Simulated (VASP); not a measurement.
The system is GaN.

```
Ga N
1.0
     0.00000    2.13524    2.13524
     2.13524    0.00000    2.13524
     2.13524    2.13524    0.00000
Ga N
1 1
Direct
  0.00000 0.00000 0.00000
  0.50000 0.50000 0.50000
```

Measurements of this composition are mostly on another form, of space group No. 186.

Program: VASP 6.6.1. Alike in all runs: cell as given; cutoff (eV) 520; smearing gaussian 0.02 eV. Hardware: 1 thread of Intel(R) Xeon(R) Platinum 8488C (Sapphire Rapids), with other jobs on the host.

Order these runs on this cell by their wall time, lowest first.
A. task single point; level PBE; potentials or basis VASP PAW PBE potentials, release 64 (Ga_d, N); spin off; k mesh 3 × 3 × 3; mesh quality coarse
B. task band structure; level PBE; potentials or basis VASP PAW PBE potentials, release 64 (Ga_d, N); spin non-collinear, zero start, SOC; k mesh 10 × 10 × 10; mesh quality not flagged
C. task band structure; level LDA; potentials or basis VASP PAW LDA potentials, release 64 (Ga_d, N); spin off; k mesh 10 × 10 × 10; mesh quality not flagged

A (5.6 s), C (28 s), B (140 s).

Caveats: some runs use coarse meshes.
